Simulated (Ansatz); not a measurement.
# InAs: the cost of one run

Computed with Ansatz 0.2.0 (DFT PBE, scalar-relativistic, plane waves, PAW, unless a step's input says otherwise).

1 further run of the same task is left out (it didn't finish).

## (1) The system as given

Symmetry: Fm-3m, No. 225, cubic system. The conventional cell has a = 5.751 Å, b = 5.751 Å, c = 5.751 Å, α = 90.00°, β = 90.00°, γ = 90.00°. In (site symmetry m-3m) is surrounded by 6 As at 2.88 Å. As (site symmetry m-3m) has 6 In at 2.88 Å as nearest neighbours.

Coordinates:

```xyz
2
Lattice="0.0000 2.8756 2.8756 2.8756 0.0000 2.8756 2.8756 2.8756 0.0000" Properties=species:S:1:pos:R:3 pbc="T T T"
In    2.8756    2.8756    2.8756
As    0.0000    0.0000    0.0000
```

It is the end of an earlier relaxation with the same method, from a generated guess; it needn't be the stable form of this composition. At a tolerance of 0.05 Å it has space group Fm-3m (No. 225); it has 23.78 Å³/atom, an uncorrected energy of -0.04 eV/atom over the elements.

## (2) Electronic structure at the relaxed geometry

The input, input.yaml:

```yaml
crystal:
  lattice:
    - [0.0, 2.8756227841, 2.8756227841]
    - [2.8756227841, 0.0, 2.8756227841]
    - [2.8756227841, 2.8756227841, 0.0]
  atoms:
    - { symbol: In, position: [0.5, 0.5, 0.5] }
    - { symbol: As, position: [0.0, 0.0, 0.0] }
basis:
  ecutwfc: 420
kpoints:
  mp_grid: { grid: [16, 16, 16] }
  band_path:
    path:
      - [[0.0, 0.0, 0.0], [0.5, 0.0, 0.5], [0.625, 0.25, 0.625]]
      - [[0.375, 0.375, 0.75], [0.0, 0.0, 0.0], [0.5, 0.5, 0.5], [0.5, 0.25, 0.75], [0.5, 0.0, 0.5]]
    npoints: 14
hamiltonian:
  xc: pbe
scf:
  occupations: { method: gaussian, width: 0.1 }
  n_extra_bands: 6
output:
  forces: true
  stress: true
  eigenvalues: true
  populations: true
  dos: { projected: true, de: 0.02, nscf_kmesh: { grid: [20, 20, 20] } }
  bader: true
  write_density: true
  write_potential: true
  elf: true
  volumetric_format: npy
```

Launch:

```
ansatz run input.yaml --threads 1 --pin off --max-ram 2560MiB --backend cpu --events-out ev --progress --plain --runs-dir out
```

**Question.** How long does this run take on 1 thread of Arm Neoverse V2, shared host, and how much memory does it need?

About 25 s, with a peak of 0.42 GiB.
